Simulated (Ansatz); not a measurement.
Crystal: GaN.

```
Ga N
1.0
     0.00000    2.25350    2.25350
     2.25350    0.00000    2.25350
     2.25350    2.25350    0.00000
Ga N
1 1
Cartesian
  0.0000 0.0000 0.0000
  1.1268 1.1268 1.1268
```

The cell is a database's computed one.

Base run:

| Quantity | Value |
| --- | --- |
| Program | Ansatz 0.2.0 |
| Functional | r2SCAN |
| Potentials or basis | Ansatz PAW |
| Cutoff | 500 eV (not typed: the program's choice for these potentials) |
| k mesh | 10 × 10 × 10 |
| Occupations | fermi-dirac, width 0.05 eV |
| Spin | no spin polarisation |

Its results: band gap on the k mesh 2.13 eV, direct.

Q: The run is repeated on the same cell with these changes: functional from r2SCAN to LDA; cutoff from 500 eV (not typed: the program's choice for these potentials) to 420 eV (not typed: the program's choice for these potentials); occupations from fermi-dirac, width 0.05 eV to fixed. What comes out?

A: Band gap on the k mesh 1.73 eV, direct.
